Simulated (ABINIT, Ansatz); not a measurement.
# A GW chain in ABINIT: CdS (Greenockite), part 3 of 3

Aim: the G0W0 gap of CdS (Greenockite) on PBE, step by step.

ABINIT 10.8.3; PBE and many-body steps on it, plane waves. Known limits of the many-body steps: not at the basis limit; no spin-orbit coupling; coarse k mesh.

So far. Step 4 (Empty states on the mesh, 3×3×2 mesh, 475 bands): On this mesh the gap is 1.175 eV. Step 5 (Screening, 3×3×2 mesh, 433 bands, screening to 217.7 eV): Local fields lower ε∞ by 6 %. On a Γ-centred mesh this coarse the value itself is usually too large, while a short band sum pulls it down.

The database entry behind the starting cell differs from later determinations by our own check (about 0.35 % long), so it need not match the best structure at ambient conditions.

### 6. Self-energy, 3×3×2 mesh, 433 bands, screening to 217.7 eV

The self-energy is evaluated for the states that the input lists, and the levels follow from it, in one-shot runs by the linearised quasiparticle equation.

This step: G0W0 on PBE, plane waves, norm-conserving pseudopotentials.

run.abi reads:

```
acell 3*1.0 Angstrom
rprim 
  4.149999999997 0.000000000001 0.000000000000
  -2.074999999999 3.594005425702 0.000000000000
  0.000000000000 0.000000000000 6.737000000000
ntypat 2
znucl 48 16
natom 4
typat 1 1 2 2
xred 
  0.333333333333 0.666666666667 0.000000000000
  0.666666666667 0.333333333333 0.500000000000
  0.333333333333 0.666666666667 0.375000000000
  0.666666666667 0.333333333333 0.875000000000
pp_dirpath "pseudos"
pseudos "Cd.upf, S.upf"
ecut 47
ngkpt 3 3 2
nshiftk 1
shiftk 0 0 0
kptopt 1
chksymbreak 0
istwfk *1
occopt 1
irdwfk 1
optdriver 4
nband 433
gwcalctyp 0
ecutsigx 47
symsigma 1
nkptgw 1
kptgw 
  0.0000000000 0.0000000000 0.0000000000
bdgw 
  25 28
ecuteps 8
irdscr 1
ppmodel 1
indata_prefix "in"
outdata_prefix "out"
tmpdata_prefix "tmp"
```

On the command line:

```
OMP_NUM_THREADS=1 mpirun -n 4 abinit run.abi > log
```

Numbers of over 12 decimals in the logs are rounded to 6 here.

The log of the run:

```text
.Version 10.8.3 of ABINIT. v10.8.2 released Aug 2026.

 Symmetries : space group P6_3 m c (#186); Bravais hP (primitive hexag.)
[... echo of the input left out ...]
== DATASET  1 ==================================================================
-   mpi_nproc: 4, omp_nthreads: 1 (-1 if OMP is not activated)

--- !DatasetInfo
iteration_state: {dtset: 1, }
dimensions: {natom: 4, nkpt: 6, mband: 433, nsppol: 1, nspinor: 1, nspden: 1, mpw: 10458, }
cutoff_energies: {ecut:  47.0, pawecutdg:  -1.0, }
electrons: {nelect:   5.20000000E+01, charge:   0.00000000E+00, occopt:   1.00000000E+00, tsmear:   1.00000000E-02, }

 SIGMA: Calculation of the GW corrections

 Based on a program developped by R.W. Godby, V. Olevano, G. Onida, and L. Reining.
 Incorporated in ABINIT by V. Olevano, G.-M. Rignanese, and M. Torrent.
.Using double precision arithmetic ; gwpc =  8

[... cell and pseudopotentials left out ...]
--------------------------------------------------------------------------------

 ==== K-mesh for the wavefunctions ====
 Number of points in the irreducible wedge :     6
[... list of points left out ...]
 Together with 12 symmetry operations and time-reversal symmetry
 yields    18 points in the full Brillouin Zone.

 ==== Q-mesh for screening function ====
 Number of points in the irreducible wedge :     6
[... list of points left out ...]
 Together with 12 symmetry operations and time-reversal symmetry
 yields    18 points in the full Brillouin Zone.

 vcoul_init : cutoff-mode = AUXILIARY_FUNCTION
 q-points for optical limit:   1
     1)      0.000010    0.000020    0.000030
 setmesh: FFT mesh size selected  =    45x   45x   80
          total number of points  =       162000

 Number of electrons calculated from density =   52.0000; Expected =   52.0000
 average of density, n =  0.076686
 r_s =    1.4602
 omega_plasma =   26.7124 [eV]

 === KS Band Gaps ===
  >>>> For spin  1
   Minimum direct gap =   1.1750 [eV], located at k-point      :   0.0000  0.0000  0.0000
   Fundamental gap    =   1.1750 [eV], Top of valence bands at :   0.0000  0.0000  0.0000
                                       Bottom of conduction at :   0.0000  0.0000  0.0000
 SIGMA fundamental parameters:
 PLASMON POLE MODEL  1
 number of plane-waves for SigmaX                10383
 number of plane-waves for SigmaC and W            713
 number of plane-waves for wavefunctions         10383
 number of bands                                   433
 number of independent spin polarizations            1
 number of spinorial components                      1
 number of k-points in IBZ                           6
 number of q-points in IBZ                           6
 number of symmetry operations                      12
 number of k-points in BZ                           18
 number of q-points in BZ                           18
 number of frequencies for dSigma/dE                 9
 frequency step for dSigma/dE [eV]                0.25
 number of omega for Sigma on real axis              0
 max omega for Sigma on real axis  [eV]           0.00
 zcut for avoiding poles [eV]                     0.10

 EPSILON^-1 parameters (SCR file):
 dimension of the eps^-1 matrix on file            713
 dimension of the eps^-1 matrix used               713
 number of plane-waves for wavefunctions         10383
 number of bands                                   433
 number of q-points in IBZ                           6
 number of frequencies                               2
 number of real frequencies                          1
 number of imag frequencies                          1

 matrix elements of self-energy operator (all in [eV])

 Perturbative Calculation

--- !SelfEnergy_ee
iteration_state: {dtset: 1, }
kpoint     : [   0.000,    0.000,    0.000, ]
spin       : 1
KS_gap     :    1.175
QP_gap     :    2.082
Delta_QP_KS:    0.907
data: !SigmaeeData |
     Band     E0 <VxcDFT>   SigX SigC(E0)      Z dSigC/dE  Sig(E)    E-E0       E
       25   4.259 -15.271 -18.229   1.953   0.777  -0.288 -16.051  -0.780   3.479
       26   4.259 -15.271 -18.229   1.953   0.777  -0.288 -16.051  -0.780   3.479
       27   5.434 -10.670  -6.577  -3.936   0.811  -0.233 -10.543   0.127   5.561
       28   7.023 -11.014  -6.546  -4.184   0.812  -0.231 -10.784   0.230   7.253

== END DATASET(S) ==============================================================
================================================================================

 -outvars: echo values of variables after computation  --------
           etotal      0.0000000000E+00
            nband         433
             nkpt           6
          spgroup         186
 [... the other variables as echoed above ...]

 Calculation completed.
```

The job ended after 66 s (4 MPI ranks of Arm Neoverse V1, shared host; peak memory 3.6 GiB).

Numbers from this step:

- G0W0 gap on the points computed: 2.082 eV
- starting gap on the mesh: 1.175 eV
- k of the valence top: 0, 0, 0
- k of the conduction bottom: 0, 0, 0
- Z at the valence top: 0.777
- Z at the conduction bottom: 0.811
- least direct G0W0 gap on the computed points: 2.082 eV

The gap on the mesh goes from 1.18 eV to 2.08 eV, a correction of +0.91 eV.

Limits: finite bands, cutoff and mesh; no spin-orbit coupling; coarse k mesh. v1 is the top filled band, c1 the lowest empty one. Levels before and after the correction, in eV, zero at the valence-band top of each column:

```tsv
	conduction bottom	valence top
Kohn-Sham	1.18	0.00
G0W0	2.08	0.00
```

```tsv
	level	energy (eV)
Kohn-Sham	Γ v2-v1	0.000
Kohn-Sham	Γ c1	1.175
Kohn-Sham	Γ c2	2.764
G0W0	Γ v2-v1	0.000
G0W0	Γ c1	2.082
G0W0	Γ c2	3.774
```

### 7. Where the time went

Times are wall times on 4 MPI ranks of Arm Neoverse V1, shared host, good to a factor of about two.

```tsv
step	time	share	memory (GiB)
ground state	54 s	3 %	0.46
bands along the symmetry lines	96 s	6 %	0.52
empty states on the mesh	18 min	63 %	0.84
screening	6.6 min	24 %	3.5
self-energy	66 s	4 %	3.6
```

### 8. Summary of results

```yaml
pbe_gap: 1.18 eV, direct
g0w0_gap_on_the_mesh: 2.08 eV
gw_settings: 3×3×2 mesh, 433 bands, screening to 217.7 eV, Godby-Needs plasmon pole
known_limits: not at the basis limit; no spin-orbit coupling; coarse k mesh
```

In words: G0W0 moves the gap on the mesh from 1.18 eV to 2.08 eV (+0.91 eV), with Z of 0.78 and 0.81 at the edges. Local fields lower the RPA ε∞ on this mesh from 14.74 to 13.91; a Γ-centred mesh this coarse tends to raise both, most where the direct gap is narrow, while a short band sum lowers them. Only 1 of the mesh's irreducible points was corrected, so a valley elsewhere could overtake. The dearest step here is «empty states on the mesh». Bands and cutoff are finite, so the gap is not at the basis limit. The miss can reach some tenths of an eV and take either sign; the mesh is an error of its own. In the G0W0 run levels were corrected at 1 k point alone, so a gap called «on the mesh» is the least over those, and an edge elsewhere would be missed. The 3×3×2 mesh is coarse for this cell, which bears on the long-range parts of exchange and screening. The many-body steps are scalar-relativistic: spin-orbit coupling is not in them.

[Paths, hosts, dates, memory and timing lines, banners, echoed tables and standing remarks are left out of the program output.]

[Logs are printed without paths, hosts, clocks, repeated set-up lines and the standing remarks that a program may print on its own settings, such as how far it seeks lower states.]

[Runs of the session that timed out or met a known fault of the program may be left out.]

[Hosts, paths, dates, database ids (printed as entryN), source tags and the programs' standing remarks are cut or masked in the printed files.]

[G0W0 gaps are taken among the corrected bands and points alone; a level outside them can change the order at an edge.]

[Where Ansatz stands beside ABINIT at settings called matched, ABINIT's density can come from a denser mesh and the files from another edition; pairs whose starting gaps differed by over 0.03 eV were left out, so agreement reads better than it is.]
